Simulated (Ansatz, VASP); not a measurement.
CdTe: VASP beside Ansatz

Contents of INCAR:

```
SYSTEM = CdTe
ALGO = Normal ; EDIFF = 1E-7
ENCUT = 520 ; GGA = PS
ISIF = 2 ; ISMEAR = 0
LASPH = .True. ; LCHARG = .False.
LREAL = .False. ; LWAVE = .False.
NBANDS = 16 ; NELM = 80
PREC = Accurate ; SIGMA = 0.01
```

Contents of KPOINTS:

```
k-points
0
Gamma
  6 6 6
  0 0 0
```

The input POSCAR:

```
CdTe
1.0
    4.5325540000      0.0000000000      0.0000000000
    2.2662770000      3.9253069080      0.0000000000
    2.2662770000      1.3084356360      3.7008148439
Cd Te
1 1
Direct
    0.0000000000      0.0000000000      0.0000000000
    0.2500000000      0.2500000000      0.2500000000
```

Input for Ansatz:

```yaml
crystal:
  lattice:
    a: 4.532554
    b: 4.532554
    c: 4.532554
    alpha: 60.0
    beta: 60.0
    gamma: 60.0
  atoms:
    - { symbol: Cd, position: [0.0, 0.0, 0.0] }
    - { symbol: Te, position: [0.25, 0.25, 0.25] }
basis:
  ecutwfc: 550.0
kpoints:
  mp_grid:
    grid: [6, 6, 6]
hamiltonian:
  xc: pbesol
scf:
  occupations:
    method: fixed
output:
  forces: true
  stress: true
```

Alike in both runs: task single point; functional PBEsol; k mesh 6 × 6 × 6; no spin polarisation.

|  | VASP | Ansatz |
| --- | --- | --- |
| version | VASP 6.6.1 | Ansatz 0.2.0 |
| potentials or method | VASP PAW PBE potentials, release 64 (Cd, Te) | plane waves, PAW |
| plane-wave cutoff (eV) | 520 | 550 |
| occupations | gaussian, width 0.01 eV | fixed |
| valence electrons in the cell | 18 | 36 |

Ansatz gave:

```
pressure (GPa) : 1.7
```

Q: Estimate VASP's values.

A: Pressure (GPa): 1.9.

The two sets of potentials don't hold the same shells in valence.

Caveats: the PAW data sets were made with another functional, which shifts forces and pressure a little (VASP); spin-orbit coupling is left out, which moves the levels of the heavy elements. Expect the measured gap to be larger: semilocal functionals such as PBEsol lack the derivative discontinuity.
